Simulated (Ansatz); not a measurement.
**How much does Zn in Au(111), 2x2 scatter?**

Wanted: the reflection from a plane of defects, Zn in Au(111), 2x2, and the resistivity it implies.

Main program and level: Ansatz 0.2.0; Ansatz plane-wave DFT, PBE, PAW files; ballistic transport by layer matching (Landauer), zero bias; PAW set soft_1, in the first sound run; inputs show where later runs differ.

Report form: the programs' logs are mostly left out.

### Step 1. The structure

The cell holds 44 atoms: 43 Au and 1 Zn. Cell: a = 5.768 Å, b = 5.768 Å, c = 25.954 Å, α = 86.8°, β = 93.2°, γ = 120.0°. It derives from Au. Regions: lead, 24 atoms (24 Au); scattering region, 20 atoms (19 Au and 1 Zn). The structure is stacked along c, and the current runs across the ab planes.

### Step 2. Transmission at ideal sites

The defect sits in one plane of the supercell, all atoms on ideal sites; the layers about the cell's end are the lead. The mesh across the current, 12×12, is finer than the density's, because channels open and close sharply across the zone. Energies from -0.1 to 0.1 eV in steps of 0.05 eV are too few for the program's thermal sum, so it prints no conductance; for a metal the transmission near the Fermi level serves, at a fraction of the cost.

input.yaml reads:

```yaml
crystal:
  lattice:
    - [5.7675164607, 0.0, 0.0]
    - [-2.8837582304, 4.9948157718, 0.0]
    - [-1.4418791152, 0.8324692953, 25.9003660885]
  atoms:
    - { symbol: Au, position: [0.0075757576, 0.9924242424, 0.0454545455] }
    - { symbol: Au, position: [0.0075757576, 0.4924242424, 0.0454545455] }
    - { symbol: Au, position: [0.5075757576, 0.9924242424, 0.0454545455] }
    - { symbol: Au, position: [0.5075757576, 0.4924242424, 0.0454545455] }
    - { symbol: Au, position: [0.1893939394, 0.3106060606, 0.1363636364] }
    - { symbol: Au, position: [0.1893939394, 0.8106060606, 0.1363636364] }
    - { symbol: Au, position: [0.6893939394, 0.3106060606, 0.1363636364] }
    - { symbol: Au, position: [0.6893939394, 0.8106060606, 0.1363636364] }
[... 32 atom lines left out ...]
    - { symbol: Au, position: [0.3257575758, 0.1742424242, 0.9545454545] }
    - { symbol: Au, position: [0.3257575758, 0.6742424242, 0.9545454545] }
    - { symbol: Au, position: [0.8257575758, 0.1742424242, 0.9545454545] }
    - { symbol: Au, position: [0.8257575758, 0.6742424242, 0.9545454545] }
kpoints:
  mp_grid: { grid: [5, 5, 1] }
hamiltonian:
  xc: pbe
  pseudopotentials: { kind: paw, azcp: { folder: soft_1 } }
scf:
  occupations: { method: fermi_dirac, width: 0.1 }
output:
  transmission: { leads: [[0, 4]], kmesh: [12, 12], e_range: [-0.1, 0.1], de: 0.05 }
  write_potential: true
  write_density: true
  volumetric_format: npy
  elf: true
```

Started as:

```sh
$ ansatz run input.yaml --threads 4 --pin off --max-ram 15360MiB --backend cpu --events-out ev --progress --plain --runs-dir out
```

Elapsed: 9.1 min, on 4 threads of Arm Neoverse V1, shared host; peak memory 6.4 GiB.

This run has no spin polarisation although its electron count is odd.

Numbers from this step:

* free energy: -568820.3685 eV
* energy at zero smearing: -568820.1031 eV
* Fermi energy: 20.45 eV
* cell area: 28.81 Å²
* transmission per spin nearest the Fermi level: 3.044
* open channels per spin nearest the Fermi level: 3.229
* step of the lead's potential: 5.4 meV

Per spin. Transmission, zone mean against energy, zero at the Fermi level:

```csv
energy (eV),"transmission, zone mean"
-0.1000,3.00
-0.0500,3.03
0.0000,3.04
0.0500,3.04
0.1000,3.00
```

Per spin. The open channels, zone mean, lead by energy, zero at the Fermi level:

```csv
energy (eV),"open channels, zone mean, lead"
-0.1000,3.19
-0.0500,3.19
0.0000,3.23
0.0500,3.19
0.1000,3.12
```

Transmission over k1 and k2. At 0.0000 eV from the Fermi level.

Values, 12 rows by 12 columns:
```
2.87 3.67 2.90 2.92 2.92 2.89 3.68 2.87 2.90 2.90 2.90 2.90
2.91 2.90 3.72 2.92 2.94 2.92 3.72 2.89 2.91 2.90 2.90 2.90
2.91 2.92 2.92 3.76 2.94 2.94 3.77 2.92 2.92 2.91 2.90 2.90
2.91 2.92 2.94 2.94 3.64 2.74 3.64 2.94 2.94 2.92 2.91 2.90
2.87 2.89 2.92 2.94 2.74 2.88 2.87 2.75 2.94 2.92 2.89 2.87
3.66 3.68 3.72 3.77 3.64 2.87 2.29 2.87 3.64 3.77 3.72 3.68
2.87 2.87 2.89 2.92 2.94 2.75 2.87 2.88 2.74 2.94 2.92 2.89
2.91 2.90 2.91 2.92 2.94 2.94 3.64 2.74 3.64 2.94 2.94 2.92
2.91 2.90 2.90 2.91 2.92 2.92 3.77 2.94 2.94 3.76 2.92 2.92
2.91 2.90 2.90 2.90 2.91 2.89 3.72 2.92 2.94 2.92 3.72 2.90
2.87 2.90 2.90 2.90 2.90 2.87 3.68 2.89 2.92 2.92 2.90 3.67
3.65 2.87 2.91 2.91 2.91 2.87 3.66 2.87 2.91 2.91 2.91 2.87
```
Columns: k1 (b1) from -0.5 to 0.417; rows upwards: k2 (b2) from -0.5 to 0.417.

Open channels over k1 and k2. At 0.0000 eV from the Fermi level.

Ten even steps from '0' (3.00) to '9' (4.00):
```
090000900000
009000900000
000900900000
000090900000
000009900000
999999099999
000000990000
000000909000
000000900900
000000900090
000000900009
900000900000
```
Columns: k1 (b1) from -0.5 to 0.417; rows upwards: k2 (b2) from -0.5 to 0.417.

Electrostatic potential energy in the ca plane at fractional y = 0.083, with atoms of Zn and Au within 0.2 Å of it. With pseudopotentials it is smooth inside the atoms' cores, unlike the true potential.

Ten even steps from '0' (-27 eV) to '9' (23 eV), each cell a mean:
```
99984113799989999999998300027999999999999961
99961001599999999999998300028999999999889974
99961001599999999999998521259998899987568998
99984114799777899987899876789986689974236999
99998668997434799866799999999975579974236999
89999999997323699866799998999987789986568996
89999889997435799887899864589998899998889972
99997445899778999999999510048999999999999961
99973001699999999999998400038999999999999972
99961000599999999999999500059999999998778986
99972002699988999988999854589988789985347999
99986346898656899877899998999976679973136999
99999889997323699865799999999976689974347998
89999999997323799876899976689988899998779984
99998768998656899988999620158999999999999961
```
Columns run along c (16.0 Å, from fractional 0.15 to 0.76 of the cell; values clipped at the 3rd and 97th percentile), rows up along a (5.8 Å). Atoms in or near the plane, at fractional coordinates: Zn at (0.50, 0.42), Au at (0.50, 0.92).

ELF in the ca plane at fractional y = 0.083, with atoms of Zn and Au within 0.2 Å of it. It is the smooth field of the valence electrons, not physical close to the nuclei.

Ten even steps from '0' (0.00) to '9' (0.73), each cell a mean:
```
22235666422333211222223689864222221112222346
22246887532222211222223689863222222123332235
22346887532222212222223567653233332234543233
22235665423344322333322345432234432245664322
22223443224565432345432233322345543345664323
32222222234666432345432222222334432234543234
32222333224565422334332211122333322223332246
22234555323343322223332100012222221122222346
22246776432222211222232100012222221122222246
22346897532222211222232100012333322223443234
22246776432333222233332211122334432235654323
22235654323455322344432222222345543345665322
32223333224666432345432233322345433245654323
32222222234665432344332345432233332234443235
32223443323454322333323467653222222122222346
```
Columns run along c (16.0 Å, from fractional 0.15 to 0.76 of the cell), rows up along a (5.8 Å). Atoms in or near the plane, at fractional coordinates: Zn at (0.50, 0.42), Au at (0.50, 0.92).

Valence density in the ca plane at fractional y = 0.083, with atoms of Zn and Au within 0.2 Å of it. It is the smooth field of the valence electrons, not physical close to the nuclei.

Ten steps, logarithmic in the rise over the least value, from '0' (0 e/Å³) to '9' (30 e/Å³), each cell a mean:
```
00014564210111000000001478752000000000000136
00125776310000000000001578752000000001111124
00135776310010000001001356531011110012332111
00024664211222100112100123210012211124542100
10001221112444211133210001000123321124542101
10000110012454211233210000000012210013331112
10000111012443200122100022210011100001110125
10012443111222100011000257620000000000000136
00025675310000000000000279830000000000000125
00136776310000000000000257620001100001221113
00025775210111000011100122200012210013442101
00013443101333100122210000000023321124553100
10001111012454211233210000000123321123442101
10000010012454210122110123210012210012221014
10001222111332100111101356531001000000100135
```
Columns run along c (16.0 Å, from fractional 0.15 to 0.76 of the cell), rows up along a (5.8 Å). Atoms in or near the plane, at fractional coordinates: Zn at (0.50, 0.42), Au at (0.50, 0.92).

Over the solved energies the transmission per spin lies between 3.00 and 3.04, out of 3.18 channels of the lead on average (up to 3.23).

### Step 3. Resistance at ideal sites

This step: Ansatz plane-wave DFT, PBE, PAW files; ballistic transport by layer matching (Landauer), zero bias; area resistance of the defect plane and resistivity an atomic per cent; PAW set soft_1 (Ansatz 0.2.0).

This step gave:

| Property | Result |
| --- | --- |
| area resistance | 0.06279 fΩ m² |
| T over the leads' mean channel count | 0.9487 |
| resistivity per at.% scaled from this dense plane, with the factor 3/4 for isotropic scattering | 0.8000 µΩ cm |

Averaged over the energies near the Fermi level, 94.9 % of the channels pass, which makes 0.0628 fΩ m².

By hand, with T and the leads' channels N averaged over the energies near the Fermi level: RA = A (h/2e²)(1/T − 1/N) = 28.81×10⁻²⁰ m² × 12 906 Ω × (1/3.037 − 1/3.201) = 0.0628 fΩ m². Per atomic per cent: RA × A / V_atom × 0.01 × 3/4 = 0.800 µΩ cm, with the host's V_atom = 16.96 Å³.

### Step 4. Relaxing the neighbours

The neighbours of the defect are let go while the lead's layers stay on their sites, since a lead must repeat to 0.01 Å.

This step: Ansatz plane-wave DFT, PBE, PAW files; relaxation with the lead's layers held; PAW set soft_1 (Ansatz 0.2.0).

Edit input.yaml of step 2 so:

```diff
@@ -57,7 +57,6 @@
   occupations: { method: fermi_dirac, width: 0.1 }
-output:
-  transmission: { leads: [[0, 4]], kmesh: [12, 12], e_range: [-0.1, 0.1], de: 0.05 }
-  write_potential: true
-  write_density: true
-  volumetric_format: npy
-  elf: true
+relax:
+  f_tol: 0.03
+  max_steps: 40
+  constraints:
+    - { sites: [0, 1, 2, 3, 4, 5, 6, 7, 8, 9, 10, 11, 32, 33, 34, 35, 36, 37, 38, 39, 40, 41, 42, 43] }
```

The job ended after 5.3 min (4 threads; peak memory 6.5 GiB).

The steps of the relaxation:

```csv
step,energy less that of the first step (eV),largest force component (eV/Å)
1,0.0000,0.3012
2,0.0087,0.3254
3,-0.0558,0.0617
4,-0.0566,0.0042
```

Relaxation step 2 was tried and not accepted.

Forces are held to the 4 operations that the run works with; a distortion that breaks them can't arise in this run.

The atoms that moved most (Å):

```csv
atom,dx,dy,dz,length
Au18,0.000,0.017,0.053,0.056
Au19,-0.015,-0.008,0.053,0.056
Au28,0.000,-0.017,-0.053,0.056
Au25,0.015,0.008,-0.053,0.056
Au17,0.013,-0.008,0.053,0.055
Au27,-0.013,0.008,-0.053,0.055
Au14,0.000,0.000,0.024,0.024
Au32,0.000,0.000,-0.024,0.024
```

This step gave:

| Property | Result |
| --- | --- |
| free energy | -568820.4253 eV |
| energy at zero smearing | -568820.1605 eV |

The largest force component on a free atom ends at 0.0042 eV/Å, under the tolerance of 0.03, after 4 steps.

### Step 5. Transmission after relaxation, relaxed yes

The transmission is solved again on the relaxed atoms.

This step: Ansatz plane-wave DFT, PBE, PAW files; ballistic transport by layer matching (Landauer), zero bias; PAW set soft_1 (Ansatz 0.2.0).

input.yaml reads:

```yaml
crystal:
  lattice:
    - [5.7675164608, 0.0, 0.0]
    - [-2.8837582304, 4.9948157717, 0.0]
    - [-1.4418791152, 0.8324692953, 25.9003660885]
  atoms:
    - { symbol: Au, position: [0.0075757576, 0.9924242424, 0.0454545455] }
    - { symbol: Au, position: [0.0075757576, 0.4924242424, 0.0454545455] }
    - { symbol: Au, position: [0.5075757576, 0.9924242424, 0.0454545455] }
    - { symbol: Au, position: [0.5075757576, 0.4924242424, 0.0454545455] }
    - { symbol: Au, position: [0.1893939394, 0.3106060606, 0.1363636364] }
    - { symbol: Au, position: [0.1893939394, 0.8106060606, 0.1363636364] }
    - { symbol: Au, position: [0.6893939394, 0.3106060606, 0.1363636364] }
    - { symbol: Au, position: [0.6893939394, 0.8106060606, 0.1363636364] }
[... 32 atom lines left out ...]
    - { symbol: Au, position: [0.3257575758, 0.1742424242, 0.9545454545] }
    - { symbol: Au, position: [0.3257575758, 0.6742424242, 0.9545454545] }
    - { symbol: Au, position: [0.8257575758, 0.1742424242, 0.9545454545] }
    - { symbol: Au, position: [0.8257575758, 0.6742424242, 0.9545454545] }
kpoints:
  mp_grid: { grid: [5, 5, 1] }
hamiltonian:
  xc: pbe
  pseudopotentials: { kind: paw, azcp: { folder: soft_1 } }
scf:
  occupations: { method: fermi_dirac, width: 0.1 }
output:
  transmission:
    leads: [[0, 4]]
    kmesh: [10, 10]
    e_range: [-0.05, 0.05]
    de: 0.05
  write_potential: true
  write_density: true
  volumetric_format: npy
```

The job ended after 6.5 min (4 threads; peak memory 6.4 GiB; 25 min of CPU time).

Numbers from this step:

* free energy: -568820.4252 eV
* energy at zero smearing: -568820.1603 eV
* transmission per spin nearest the Fermi level: 3.047
* open channels per spin nearest the Fermi level: 3.21
* step of the lead's potential: 7.3 meV

Per spin. The transmission, zone mean by energy, zero at the Fermi level:

```csv
energy (eV),"transmission, zone mean"
-0.0500,3.04
0.0000,3.05
0.0500,3.00
```

Transmission over k1 and k2. At 0.0000 eV from the Fermi level.

Ten even steps from '0' (2.19) to '9' (3.73):
```
4944494444
4494494444
4449494444
4444444444
9999404999
4444444444
4444494944
4444494494
4444494449
9444494444
```
Columns: k1 (b1) from -0.5 to 0.4; rows upwards: k2 (b2) from -0.5 to 0.4.

Over the solved energies the transmission per spin lies between 3.00 and 3.05, out of 3.21 channels of the lead on average (up to 3.21).

### Step 6. Resistance after relaxation

This step: Ansatz plane-wave DFT, PBE, PAW files; ballistic transport by layer matching (Landauer), zero bias; area resistance of the defect plane and resistivity an atomic per cent; PAW set soft_1 (Ansatz 0.2.0).

Numbers from this step:

* area resistance: 0.06902 fΩ m²
* T over the leads' mean channel count: 0.9438
* resistivity per at.% scaled from this dense plane, with the factor 3/4 for isotropic scattering: 0.8794 µΩ cm

Averaged over the energies near the Fermi level, 94.4 % of the channels pass, which makes 0.0690 fΩ m², against 0.0628 on ideal sites.

### Step 7. Results

```
share of channels that pass, rigid                                : 0.949
area resistance, rigid                                            : 0.0628 fΩ m²
resistivity per at.% from the area resistance, times 3/4, rigid   : 0.800 µΩ cm
share of channels that pass, relaxed                              : 0.944
area resistance, relaxed                                          : 0.0690 fΩ m²
resistivity per at.% from the area resistance, times 3/4, relaxed : 0.879 µΩ cm
```

In words: The plane of defects adds 0.069 fΩ m². Scaled to one atomic per cent that is 1.2 µΩ cm as it stands and 0.88 with the factor 3/4 for isotropic scattering on a spherical Fermi surface. These are rough estimates of the dilute value, not bounds. One Zn in each 2x2 cell reflects 5.6 % of the lead's channels. The relaxed cell differs by 9.9 % in resistance; between the two runs the lead's own channel count goes from 3.20 to 3.21, so sampling may have a part in it. The defects form a dense periodic sheet that scatters coherently, unlike a dilute random alloy. T and N are means over the solved energies nearest the Fermi level. Spin-orbit coupling is left out, which matters for Au.

[Logs are printed without paths, hosts, clocks, repeated set-up lines and the standing remarks that a program may print on its own settings, such as how far it seeks lower states.]

[Hosts, paths, dates, database ids (printed as entryN), source tags and the programs' standing remarks are cut or masked in the printed files.]
